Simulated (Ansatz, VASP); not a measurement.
**Two plane-wave programs on SnO2**

```
CELL_PARAMETERS angstrom
3.23058 0.00000 0.00000
-1.61529 2.79776 0.00000
0.00000 0.00000 10.79056
ATOMIC_POSITIONS crystal
Sn 0.00000 0.00000 0.00000
Sn 0.00000 0.00000 0.50000
O 0.33333 0.66667 0.90586
O 0.33333 0.66667 0.59414
O 0.66667 0.33333 0.09414
O 0.66667 0.33333 0.40586
```

Measurements of this composition are mostly on another form, of space group No. 136.

Alike in both runs: functional r2SCAN; k mesh 9 × 9 × 3; occupations fermi-dirac, width 0.05 eV; no spin polarisation.

|  | VASP | Ansatz |
| --- | --- | --- |
| version | VASP 6.6.1 | Ansatz 0.2.0 |
| potentials or method | VASP PAW PBE potentials, release 64 (Sn_d, O) | Ansatz PAW |
| plane-wave cutoff (eV) | 520 | 500 |
| valence electrons in the cell | 52 | 52 |
| task | single point | band structure |

|  | VASP | Ansatz | Ansatz less VASP |
| --- | --- | --- | --- |
| gap on the k mesh at the Fermi level (eV) | 2.60 | 2.60 | +0.008 |
| least direct gap on the mesh (eV) | 3.00 | 3.00 | +0.003 |
| pressure (GPa) | -5.3 | -6.1 | -0.83 |
| largest component of the traceless stress (GPa) | 1.71 | 2.18 | +0.472 |
| rms of the force components (eV/Å) | 0.260 | 0.297 | +0.0371 |

Atom by atom the forces differ by 0.037 eV/Å (rms over components).

Caveats: spin-orbit coupling is left out, which moves the levels of the heavy elements; the PAW data sets were made with another functional, which shifts forces and pressure a little (VASP); an odd mesh through Γ misses points on the zone boundary, where band edges often lie (VASP); the PAW data sets come from PBE, with cores solved anew for the run's functional, which leaves a small shift of forces and pressure (Ansatz). r2SCAN opens gaps a little over a GGA but as a rule still falls short of measured ones.
